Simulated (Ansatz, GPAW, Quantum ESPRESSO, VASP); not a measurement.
# HfC: 5 runs at one level of theory

```xyz
2
Lattice="0.0000 2.3250 2.3250 2.3250 0.0000 2.3250 2.3250 2.3250 0.0000" Properties=species:S:1:pos:R:3 pbc="T T T"
Hf    2.3250    2.3250    2.3250
C     0.0000    0.0000    0.0000
```

Alike in all runs: task band structure; functional PBEsol; k mesh 10 × 10 × 10; occupations fermi-dirac, width 0.05 eV; no spin polarisation; no spin-orbit coupling. Pressure is positive in compression and, in plane waves, holds the error of the finite cutoff, which Ansatz's Pulay term estimates and takes out.

```csv
program and potentials,plane-wave cutoff (eV),notes,pressure (GPa)
"Ansatz, Ansatz PAW",420,"potentials made for PBE, which Ansatz adapts in part; 15 valence electrons an atom on average; Pulay term of +0.24 GPa included",-6.52
"Ansatz, all-electron LAPW, scalar-relativistic",-,-,?
"VASP, PBE PAW files C, Hf_pv, 520 eV",520,potentials made for PBE; 7 valence electrons an atom on average,-6.96
"Quantum ESPRESSO, PseudoDojo 0.4.1 SR PBEsol standard",1116,8 valence electrons an atom on average,-6.24
"GPAW, PAW data sets generated for this functional",800,8 valence electrons an atom on average,-5.31
```

Question: Estimate from the other rows what the run with Ansatz, all-electron LAPW, scalar-relativistic gave.

Answer: Pressure -6.48 GPa. The other rows, which needn't bracket it: pressure -6.96 to -5.31.
